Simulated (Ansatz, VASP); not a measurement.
## One calculation of ZnS, two programs

INCAR

```
PREC = Accurate ; ENCUT = 520
EDIFF = 1E-7 ; ISMEAR = 0
SIGMA = 0.028999999999999998 ; LREAL = False
LASPH = True ; NELM = 100
ALGO = Normal ; ISIF = 2
LWAVE = False ; LCHARG = False
GGA = PE ; NBANDS = 16
```

The input KPOINTS:

```
regular mesh
0
Gamma
  9 9 9
```

The input POSCAR:

```
ZnS
1.0
    0.0000000000      2.7020000000      2.7020000000
    2.7020000000      0.0000000000      2.7020000000
    2.7020000000      2.7020000000      0.0000000000
Zn S
1 1
Direct
    0.7500000000      0.7500000000      0.7500000000
    0.0000000000      0.0000000000      0.0000000000
```

The input input.yaml:

```yaml
crystal:
  lattice:
    - [0.0, 2.702, 2.702]
    - [2.702, 0.0, 2.702]
    - [2.702, 2.702, 0.0]
  atoms:
    - { symbol: Zn, position: [0.75, 0.75, 0.75] }
    - { symbol: S, position: [0.0, 0.0, 0.0] }
kpoints:
  mp_grid: { grid: [9, 9, 9] }
scf:
  occupations: { method: gaussian, width: 0.029 }
hamiltonian:
  xc: pbe
  pseudopotentials: { kind: all_electron, lapw: { basis_error: 0.001 } }
output:
  forces: true
  stress: true
  eigenvalues: true
```

Alike in both runs: task single point; functional PBE; k mesh 9 × 9 × 9; occupations gaussian, width 0.029 eV; no spin polarisation.

```csv
,VASP,Ansatz
version,VASP 6.6.1,Ansatz 0.2.0
potentials or method,"VASP PAW PBE potentials, release 64 (Zn, S)","all-electron LAPW, scalar-relativistic"
plane-wave cutoff (eV),520,see its input
```

|  | VASP | Ansatz | Ansatz less VASP |
| --- | --- | --- | --- |
| gap on the k mesh at the Fermi level (eV) | 2.11 | 2.11 | -0.002 |
| least direct gap on the mesh (eV) | 2.11 | 2.11 | -0.002 |
| pressure (GPa) | 1.8 | 1.6 | -0.15 |

Ansatz ran all-electron here, so the differences hold the error of VASP's frozen core and of both bases.

As with any semilocal functional, this PBE gap is likely too small.
